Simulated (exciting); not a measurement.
Fitting the PBEsol energy curve of Mg

```
Mg
1.0
     0.00000    2.24426    2.24426
     2.24426    0.00000    2.24426
     2.24426    2.24426    0.00000
Mg
1
Direct
  0.00000 0.00000 0.00000
```

This isn't the form of Mg at room conditions, which is hcp.

The cell was scaled at fixed shape and fractions and run with exciting, all-electron LAPW+lo, shipped species files, valence relativity iora*; PBEsol, k mesh 10 × 10 × 10 on the cell of 1 atom, fermi-dirac occupations of 0.05 eV, no spin polarisation, no spin-orbit coupling. Energies are those that the program minimises, any entropy of the smearing included. For a metal such a mesh isn't converged to the digits shown.

| V (Å³/atom) | energy over the lowest row (meV/atom) |
| --- | --- |
| 21.2508 | 10.860 |
| 21.7029 | 4.898 |
| 22.1551 | 1.089 |
| 22.6072 | 0.000 |
| 23.0594 | 0.664 |
| 23.5115 | ? |
| 23.9637 | 7.619 |

Q: Fit the third-order Birch-Murnaghan form, give V0, B0 and B′, and predict the energy left open.

A: With y = (V0/V)^(2/3), E = E0 + (9 V0 B0/16) [(y - 1)³ B′ + (y - 1)² (6 - 4y)]. Least squares through the rows shown give V0 = 22.6606 Å³/atom, E0 = -0.093 meV, B0 = 36.14 GPa (1 eV/Å³ = 160.218 GPa) and B′ = 3.88, with a largest miss of 0.137 meV, so B0 and B′ are loose. At V = 23.5115 the form with these constants gives 3.301 meV; the run gave 3.359 meV an atom.
